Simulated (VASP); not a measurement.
# SrTiO3 (Pm-3m) in VASP: phonons with PBE

Aim: the phonons of SrTiO3 with PBE.

Everything below comes from runs of VASP 6.6.1. Logs are shortened: lines on timing, memory, paths and dates and some standing lists are left out, and cuts for length are marked.

## Step 1: The crystal as given

Symmetry: Pm-3m, No. 221, cubic system. The conventional cell has a = 3.940 Å, b = 3.940 Å, c = 3.940 Å, α = 90.00°, β = 90.00°, γ = 90.00°. Sr (site symmetry m-3m) is surrounded by 12 O at 2.79 Å. Ti (site symmetry m-3m) is surrounded by 6 O at 1.97 Å. Around O (site symmetry 4/mmm) lie 2 Ti at 1.97 Å.

## Step 2: Phonons, PBE

POSCAR reads:

```
SrTiO3
1.0
    3.9402048289      0.0000000000      0.0000000000
    0.0000000000      3.9402048289      0.0000000000
    0.0000000000      0.0000000000      3.9402048289
  Sr              Ti              O
     1     1     3
Direct
     0.5000000000000000    0.5000000000000000    0.5000000000000000
     0.0000000000000000    0.0000000000000000    0.0000000000000000
     0.5000000000000000    0.0000000000000000    0.0000000000000000
     0.0000000000000000    0.5000000000000000    0.0000000000000000
     0.0000000000000000    0.0000000000000000    0.5000000000000000
```

INCAR.step1 reads:

```
PREC = Accurate
ENCUT = 600
EDIFF = 1E-8
ISMEAR = 0
SIGMA = 0.03
LREAL = False
LASPH = True
NELM = 80
ALGO = Normal
ISIF = 3
LWAVE = False
LCHARG = False
GGA = PE
KPAR = 2
IBRION = 2
NSW = 40
EDIFFG = -0.002
```

INCAR.step2 reads:

```
PREC = Accurate
ENCUT = 600
EDIFF = 1E-8
ISMEAR = 0
SIGMA = 0.03
LREAL = False
LASPH = True
NELM = 80
ALGO = Normal
ISIF = 2
LWAVE = False
LCHARG = False
GGA = PE
KPAR = 2
IBRION = 6
NFREE = 2
POTIM = 0.015
NSW = 1
LEPSILON = True
```

KPOINTS reads:

```
Automatic mesh
0
Monkhorst-Pack
  10 10 10
```

Potentials or basis: VASP PAW PBE potentials, release 64 (Sr_sv, Ti_sv, O).

Run with:

```bash
$ cat potpaw_PBE.64/Sr_sv/POTCAR potpaw_PBE.64/Ti_sv/POTCAR potpaw_PBE.64/O/POTCAR > POTCAR
$ cp INCAR.step1 INCAR
$ mpirun -np 2 vasp_std > vasp.out
$ cp CONTCAR POSCAR
$ cp INCAR.step2 INCAR
$ mpirun -np 2 vasp_std > vasp.out
```

OUTCAR:

```text
PREC = Accurate
   ENCUT = 600
   EDIFF = 1E-8
   ISMEAR = 0
   LREAL = False
   LASPH = True
   NELM = 80
   ISIF = 2
   GGA = PE
   IBRION = 6
   NFREE = 2
   POTIM = 0.015
   NSW = 1
   LEPSILON = True

 ion  position               nearest neighbor table
   1  0.500  0.500  0.500-   3 2.79   4 2.79   5 2.79   3 2.79   4 2.79   3 2.79   5 2.79   3 2.79
                             4 2.79   5 2.79   4 2.79   5 2.79   2 3.41   2 3.41   2 3.41   2 3.41
   2  0.000  0.000  0.000-   3 1.97   4 1.97   5 1.97   5 1.97   4 1.97   3 1.97   1 3.41   1 3.41
                             1 3.41   1 3.41   1 3.41   1 3.41   1 3.41   1 3.41
   3  0.500  0.000  0.000-   2 1.97   2 1.97   1 2.79   1 2.79   1 2.79   1 2.79
   4  0.000  0.500  0.000-   2 1.97   2 1.97   1 2.79   1 2.79   1 2.79   1 2.79
   5  0.000  0.000  0.500-   2 1.97   2 1.97   1 2.79   1 2.79   1 2.79   1 2.79

  LATTYP: Found a simple cubic cell.
 ALAT       =     3.9397494455

  Lattice vectors:

 A1 = (   3.9397494455,   0.0000000000,   0.0000000000)
 A2 = (   0.0000000000,   3.9397494455,   0.0000000000)
 A3 = (   0.0000000000,   0.0000000000,   3.9397494455)

Analysis of symmetry for initial positions (statically):
=====================================================================
 Subroutine PRICEL returns:
 Original cell was already a primitive cell.

 Routine SETGRP: Setting up the symmetry group for a
 simple cubic supercell.

 Subroutine GETGRP returns: Found 48 space group operations
 (whereof 48 operations were pure point group operations)
 out of a pool of 48 trial point group operations.

The static configuration has the point symmetry O_h .

Analysis of symmetry for dynamics (positions and initial velocities):
=====================================================================
 Subroutine PRICEL returns:
 Original cell was already a primitive cell.

 Routine SETGRP: Setting up the symmetry group for a
 simple cubic supercell.

 Subroutine GETGRP returns: Found 48 space group operations
 (whereof 48 operations were pure point group operations)
 out of a pool of 48 trial point group operations.

The dynamic configuration has the point symmetry O_h .

 Subroutine INISYM returns: Found 48 space group operations
 (whereof 48 operations are pure point group operations),
 and found     1 'primitive' translations

----------------------------------------------------------------------------------------

                                     Primitive cell

  volume of cell :      61.1513

  direct lattice vectors                    reciprocal lattice vectors
     3.939749445  0.000000000  0.000000000     0.253823248  0.000000000  0.000000000
     0.000000000  3.939749445  0.000000000     0.000000000  0.253823248  0.000000000
     0.000000000  0.000000000  3.939749445     0.000000000  0.000000000  0.253823248

  length of vectors
     3.939749445  3.939749445  3.939749445     0.253823248  0.253823248  0.253823248

  position of ions in fractional coordinates (direct lattice)
     0.500000000  0.500000000  0.500000000
     0.000000000  0.000000000  0.000000000
     0.500000000  0.000000000  0.000000000
     0.000000000  0.500000000  0.000000000
     0.000000000  0.000000000  0.500000000

  ion indices of the primitive-cell ions
   primitive index   ion index
                 1           1
                 2           2
                 3           3
                 4           4
                 5           5

----------------------------------------------------------------------------------------

 KPOINTS: Automatic mesh

Automatic generation of k-mesh.
 Grid dimensions read from file:
 generate k-points for:   10   10   10

 Generating k-lattice:

  Cartesian coordinates                     Fractional coordinates (reciprocal lattice)
     0.025382325  0.000000000  0.000000000     0.100000000  0.000000000  0.000000000
     0.000000000  0.025382325  0.000000000     0.000000000  0.100000000  0.000000000
     0.000000000  0.000000000  0.025382325     0.000000000  0.000000000  0.100000000

  Length of vectors
     0.025382325  0.025382325  0.025382325

  Shift w.r.t. Gamma in fractional coordinates (k-lattice)
     0.500000000  0.500000000  0.500000000

[... 126 lines left out ...]

 Free energy of the ion-electron system (eV)
  ---------------------------------------------------
  ---------------------------------------------------
  free energy    TOTEN  =        -0.95618491 eV

  energy without entropy =       -0.95618491

------------------------ aborting loop because EDIFF is reached ----------------------------------------

 PIEZOELECTRIC TENSOR FIELD DIRECTION 3  (e Angst)
 -----------------------------------------------------------------------------
     0.00942  0.00000  0.00000           ( -0.00005  0.00000  0.00000)
     0.00000  0.00942 -0.00000           (  0.00000 -0.00005  0.00000)
     0.00000 -0.00000 -0.01620           (  0.00000  0.00000  0.00040)

 PIEZOELECTRIC TENSOR FIELD DIRECTION 3  (C/m^2)
 -----------------------------------------------------------------------------
     0.00247  0.00000  0.00000
     0.00000  0.00247 -0.00000
     0.00000 -0.00000 -0.00424

 MACROSCOPIC STATIC DIELECTRIC TENSOR (including local field effects in DFT)
 ------------------------------------------------------
           6.328690     0.000000    -0.000000
           0.000000     6.328690     0.000000
          -0.000000    -0.000000     6.328690
 ------------------------------------------------------

 PIEZOELECTRIC TENSOR (including local field effects)  for field in x, y, z        (e  Angst)
          XX          YY          ZZ          XY          YZ          ZX
  --------------------------------------------------------------------------------
  x     0.00000     0.00000     0.00000     0.00000     0.00000     0.00000
  y     0.00000     0.00000     0.00000     0.00000     0.00000     0.00000
  z     0.00000     0.00000     0.00000     0.00000     0.00000     0.00000

 PIEZOELECTRIC TENSOR (including local field effects)  for field in x, y, z        (C/m^2)
          XX          YY          ZZ          XY          YZ          ZX
  --------------------------------------------------------------------------------
  x     0.00000     0.00000     0.00000     0.00000     0.00000     0.00000
  y     0.00000     0.00000     0.00000     0.00000     0.00000     0.00000
  z     0.00000     0.00000     0.00000     0.00000     0.00000     0.00000

 BORN EFFECTIVE CHARGES (including local field effects) (in |e|, cummulative output)
 ---------------------------------------------------------------------------------
 ion    1
    1     2.54629    -0.00000     0.00000
    2    -0.00000     2.54629     0.00000
    3     0.00000     0.00000     2.54629
 ion    2
    1     7.37161     0.00000    -0.00000
    2    -0.00000     7.37161    -0.00000
    3     0.00000    -0.00000     7.37161
 ion    3
    1    -5.87162    -0.00000    -0.00000
    2     0.00000    -2.02314    -0.00000
    3    -0.00000     0.00000    -2.02314
 ion    4
    1    -2.02314    -0.00000     0.00000
    2    -0.00000    -5.87162    -0.00000
    3     0.00000    -0.00000    -2.02314
 ion    5
[... 277 lines left out ...]
--------------------------------------- Ionic step        9  -------------------------------------------

 number of electron      39.9999976 magnetization

 Free energy of the ion-electron system (eV)
  ---------------------------------------------------
  ext. energy  EPLUGINS =         0.00000000
  ---------------------------------------------------
  free energy    TOTEN  =       -40.10990374 eV

  energy without entropy =      -40.10990374  energy(sigma->0) =      -40.10990374

 E-fermi :   4.0903     XC(G=0): -11.1308

 val. band max:        3.9172831730   @ k =   0.4500   0.4500   0.4500
 cond. band min:       5.8559929384   @ k =   0.0500   0.0500   0.0500
 fundamental gap:      1.9387097654
 Fermi energy:         4.0903244677

 k-point     1 :       0.0500    0.0500    0.0500
  band No.  band energies     occupation
      1     -52.6244      2.00000
      2     -28.9311      2.00000
      3     -28.8557      2.00000
      4     -28.8556      2.00000
      5     -28.8461      2.00000
      6     -13.3822      2.00000
[... 637 lines left out ...]
     23       7.8922      0.00000
     24       9.6296      0.00000

 [... further k-points ...]
[... 5 lines left out ...]
  --------------------------------------------------------------------------------------
  -------------------------------------------------------------------------------------
  Total       -0.0008524      0.0014022      0.0012342      0.0000000      0.0000000      0.0000000
  in kB       -0.0223332      0.0367384      0.0323374      0.0000000      0.0000000      0.0000000
  external PRESSURE =       0.0155809 kB  Pullay stress =       0.0000000 kB
[... 20 lines left out ...]
  FREE ENERGIE OF THE ION-ELECTRON SYSTEM (eV)
  ---------------------------------------------------
  free  energy   TOTEN  =       -40.1099037353 eV

  energy  without entropy=      -40.1099037353  energy(sigma->0) =      -40.10990374

 INTERNAL STRAIN TENSORS FROM DISPLACED ATOMS
 ============================================

 INTERNAL STRAIN TENSOR FOR ION    1 for displacements in x,y,z  (eV/Angst):
          X           Y           Z          XY          YZ          ZX
  --------------------------------------------------------------------------------
  x     0.00000     0.00000     0.00000     0.00000     0.00000     0.00000
  y     0.00000     0.00000     0.00000     0.00000     0.00000     0.00000
  z     0.00000     0.00000     0.00000     0.00000     0.00000     0.00000

 INTERNAL STRAIN TENSOR FOR ION    5 for displacements in x,y,z  (eV/Angst):
          X           Y           Z          XY          YZ          ZX
  --------------------------------------------------------------------------------
  x     0.00000     0.00000     0.00000     0.00000     0.00000     0.00000
  y     0.00000     0.00000     0.00000     0.00000     0.00000     0.00000
  z     0.00000     0.00000     0.00000     0.00000     0.00000     0.00000

 Eigenvectors and eigenvalues of the dynamical matrix
 ----------------------------------------------------

   1 f  =   15.284979 THz    96.038354 2PiTHz  509.852011 cm-1    63.213564 meV
             X         Y         Z           dx          dy          dz
      1.969875  1.969875  1.969875     0.036956    0.000367   -0.000000
      0.000000  0.000000  0.000000    -0.065077   -0.000647    0.000000
      1.969875  0.000000  0.000000    -0.805221    0.004135   -0.000000
      0.000000  1.969875  0.000000     0.415884   -0.008006    0.000000
      0.000000  0.000000  1.969875     0.415884    0.004135    0.000000
[... 105 lines left out ...]
  15 f/i=    3.842339 THz    24.142129 2PiTHz  128.166639 cm-1    15.890631 meV
             X         Y         Z           dx          dy          dz
      1.969875  1.969875  1.969875    -0.013433   -0.077882   -0.154109
      0.000000  0.000000  0.000000    -0.043840   -0.254185   -0.502970
      1.969875  0.000000  0.000000     0.038778    0.201233    0.398190
      0.000000  1.969875  0.000000     0.034707    0.224836    0.398190
      0.000000  0.000000  1.969875     0.034707    0.201233    0.444894

--------------------------------------------------------------------------------------------------------

 MACROSCOPIC STATIC DIELECTRIC TENSOR IONIC CONTRIBUTION
 ------------------------------------------------------
           2.298294     0.000000    -0.000000
           0.000000     2.298294    -0.000000
          -0.000000    -0.000000     2.298294
 ------------------------------------------------------

 ELASTIC MODULI CONTR FROM IONIC RELAXATION (kBar)
 Direction    XX          YY          ZZ          XY          YZ          ZX
 --------------------------------------------------------------------------------
 XX           0.0000      0.0000      0.0000      0.0000      0.0000      0.0000
 YY           0.0000      0.0000      0.0000      0.0000      0.0000      0.0000
 ZZ           0.0000      0.0000      0.0000      0.0000      0.0000      0.0000
 XY           0.0000      0.0000      0.0000      0.0000      0.0000      0.0000
 YZ           0.0000      0.0000      0.0000      0.0000      0.0000      0.0000
 ZX           0.0000      0.0000      0.0000      0.0000      0.0000      0.0000
 --------------------------------------------------------------------------------

 PIEZOELECTRIC TENSOR IONIC CONTR  for field in x, y, z        (C/m^2)
          XX          YY          ZZ          XY          YZ          ZX
  --------------------------------------------------------------------------------
  x     0.00000     0.00000     0.00000     0.00000     0.00000     0.00000
  y     0.00000     0.00000     0.00000     0.00000     0.00000     0.00000
  z     0.00000     0.00000     0.00000     0.00000     0.00000     0.00000
```

It took 32 min on 2 MPI ranks of AMD EPYC 7R43 (Zen 3), shared host; peak memory 0.46 GiB.

Results:

| Quantity | Value |
| --- | --- |
| Electronic dielectric tensor (diagonal) | 6.33 |
| Born charges (mean of the diagonal) | Sr +2.55; Ti +7.37; O -3.31 e |
| Highest phonon frequency at Γ, LO-TO splitting left out | 510 cm⁻¹ |
| Most unstable mode | 128i cm⁻¹ |

Phonon frequencies in cm⁻¹ (negative: imaginary):
```tsv
q point	frequencies
(0.000, 0.000, 0.000)	-128 -128 -128 0 0 0 146 146 146 233 233 233 510 510 510
```

Electronic dielectric tensor:
```
6.33 0.00 0.00
0.00 6.33 0.00
0.00 0.00 6.33
```

Born effective charge tensors (e):
atom 1, Sr
```
2.55 0.00 0.00
0.00 2.55 0.00
0.00 0.00 2.55
```
atom 2, Ti
```
7.37 0.00 0.00
0.00 7.37 0.00
0.00 0.00 7.37
```
atom 3, O
```
-5.87  0.00  0.00
 0.00 -2.02  0.00
 0.00  0.00 -2.02
```
atom 4, O
```
-2.02  0.00  0.00
 0.00 -5.87  0.00
 0.00  0.00 -2.02
```
atom 5, O
```
-2.02  0.00  0.00
 0.00 -2.02  0.00
 0.00  0.00 -5.87
```

Caveat: some modes are imaginary.
